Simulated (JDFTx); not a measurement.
Runs of JDFTx 1.7.0 (patched build) on HfN. It takes space group Fm-3m (No. 225, cubic). The conventional cell has a = 4.512 Å, b = 4.512 Å, c = 4.512 Å, α = 90.00°, β = 90.00°, γ = 90.00°. Around Hf (site symmetry m-3m) lie 6 N at 2.26 Å. N (site symmetry m-3m) has 6 Hf at 2.26 Å as nearest neighbours. 

```csv
task,potentials or basis,local potential set to -Z/r beyond,density cutoff over wavefunction cutoff,SCF threshold on the energy,pseudo rcut,further solve for the empty bands,gap on the mesh (eV),pressure (GPa),V0 of scaled cells (Å³/atom),B0 (GPa)
equation of state,PseudoDojo-SR-PBE-0.5-standard with smoothed tails,6 bohr,8,1e-09 Ha,6,-,-,-,11.73,266
equation of state,PseudoDojo-SR-PBE-0.5-standard,-,4,1e-08 Ha,-,-,-,-,11.73,266
single point,PseudoDojo-SR-PBE-0.5-standard,-,4,1e-08 Ha,-,yes,none,5.9,-,-
single point,PseudoDojo-SR-PBE-0.5-standard with smoothed tails,6 bohr,8,1e-09 Ha,6,yes,none,(a),-,-
```

Alike in all rows: level PBE; no spin polarisation; cell as given; k mesh 10 × 10 × 10; cutoff (eV) 1143; smearing fermi-dirac 0.05 eV.

Fill in the values left out.

(a) 6.0.

A k mesh can miss the band edges, and the runs leave out spin-orbit coupling on Hf.

A gap of «none» marks a metal or a gap under the smearing width.

Not every run made on this cell is shown here.
